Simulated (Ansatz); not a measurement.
MgO:

```xyz
2
Lattice="2.9380 0.0000 0.0000 -1.4690 2.5444 0.0000 0.0000 0.0000 2.6797" Properties=species:S:1:pos:R:3 pbc="T T T"
Mg    0.0000    0.0000    0.0000
O     0.0000    1.6963    1.3398
```

Measurements of this composition are mostly on another form, of space group No. 225.

| Property | Result |
| --- | --- |
| Program | Ansatz 0.2.0 |
| Task | relaxation of cell and atoms |
| Functional | HSE03 |
| Potentials or basis | Ansatz PAW |
| Cutoff | 420 eV (not typed: the program's choice for these potentials) |
| k mesh | 5 × 5 × 5 |
| Occupations | fermi-dirac, width 0.05 eV |
| Spin | no spin polarisation |

At the start: volume 10.02 Å³/atom.

Problem. Where does the relaxation end?

Solution. It ends after 8 steps and the volume is 9.64 Å³/atom (-3.8 %); space group P-6m2 (No. 187, to 0.05 Å).

Step by step:
```tsv
step	energy change (eV)	largest force (eV/Å)	volume (Å³)
1	0.0000	0.0000	20.03
2	-0.0103	0.0000	19.68
3	-0.0149	0.0000	19.28
4	-0.0149	0.0000	19.29
5	-0.0149	0.0000	19.30
6	-0.0134	0.0000	19.30
7	-0.0134	0.0000	19.28
8	-0.0134	0.0000	19.28
```

Final structure:
```
Mg O
1.0
     2.90074    0.00000    0.00000
    -1.45037    2.51212    0.00000
     0.00000    0.00000    2.64565
Mg O
1 1
Direct
  0.00000 0.00000 0.00000
  0.33333 0.66667 0.50000
```

Caveat: the k mesh is coarse (spacing up to 0.49 Å⁻¹), so the values aren't converged, least of all with exact exchange; the plane-wave basis is chosen anew once the cell has moved, so the energies of steps on either side of that aren't comparable; the pressure holds a Pulay correction of +0.4 GPa for the finite cutoff; the PAW data sets come from PBE, with cores solved anew for the run's functional, which leaves a small shift of forces and pressure.
